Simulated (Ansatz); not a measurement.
Ca:

```
Ca
1.0
    -2.23149    2.15303    2.28199
     2.20455   -2.10564    2.20766
     2.36245    2.23660   -2.23460
Ca
1
Direct
  0.99249 0.00562 0.01246
```

The cell isn't the ideal one: cell strained at random at fixed volume.

```yaml
Program: Ansatz 0.2.0
Task: relaxation of cell and atoms
Functional: PBE exchange only
Potentials_or_basis: all-electron LAPW, scalar-relativistic
Basis_error_allowed: 0.002 eV/atom
k_mesh: 8 × 8 × 8
Occupations: methfessel-paxton, width 0.025 eV
Spin: no spin polarisation
```

At the start: volume 44.96 Å³/atom.

Problem. How do energy, volume and symmetry change on relaxing?

Solution. Over 16 steps the energy falls by 37.0 meV/atom and the volume is 49.32 Å³/atom (+9.7 %); space group I4/mmm (No. 139, to 0.05 Å).

The path:
```csv
step,energy change (eV),largest force (eV/Å),volume (Å³)
1,0.0000,0.0000,44.96
2,-0.0139,0.0000,46.52
3,-0.0218,0.0000,48.71
4,-0.0236,0.0000,49.17
5,-0.0241,0.0000,49.24
6,-0.0242,0.0000,49.16
7,-0.0242,0.0000,49.14
8,-0.0251,0.0000,48.78
9,-0.0296,0.0000,48.42
10,-0.0345,0.0000,48.66
11,-0.0355,0.0000,49.45
12,-0.0356,0.0000,49.06
13,-0.0359,0.0000,49.17
14,-0.0361,0.0000,49.29
15,-0.0361,0.0000,49.32
16,-0.0370,0.0000,49.32
```

Final structure:
```xyz
1
Lattice="-2.7859 2.1118 2.0983 2.7824 -2.1118 2.1032 2.8049 2.0902 -2.0982" Properties=species:S:1:pos:R:3 pbc="T T T"
Ca    0.0715   -0.0017   -0.0301
```
